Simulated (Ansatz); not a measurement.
PbSe (Clausthalite):

```
Pb Se
1.0
     0.00000    3.06065    3.06065
     3.06065    0.00000    3.06065
     3.06065    3.06065    0.00000
Pb Se
1 1
Direct
  0.00000 0.00000 0.00000
  0.50000 0.50000 0.50000
```

Base run:

- Program: Ansatz 0.2.0
- Functional: PBEsol
- Potentials or basis: Ansatz PAW
- Cutoff: 420 eV (not typed: the program's choice for these potentials)
- k mesh: 8 × 8 × 8
- Occupations: fermi-dirac, width 0.05 eV
- Spin: no spin polarisation

Its results: band gap on the k mesh 0.20 eV, direct; pressure -0.5 GPa.

Q: After a change of settings the same cell gave: band gap on the k mesh 0.18 eV, direct; pressure -2.1 GPa. Which change was it?
A. occupations from fermi-dirac, width 0.05 eV to gaussian, width 0.05 eV
B. functional from PBEsol to RPBE
C. functional from PBEsol to revPBE
D. functional from PBEsol to LDA

A: D.

LDA binds more tightly than PBEsol, so the same cell stands under less pressure.

Caveats: spin-orbit coupling is left out, which as a rule narrows the gap of such compounds by several tenths of an eV; the PAW data sets come from PBE, with cores solved anew for the run's functional, which leaves a small shift of forces and pressure.

Runs at the PBE level aren't shown here.
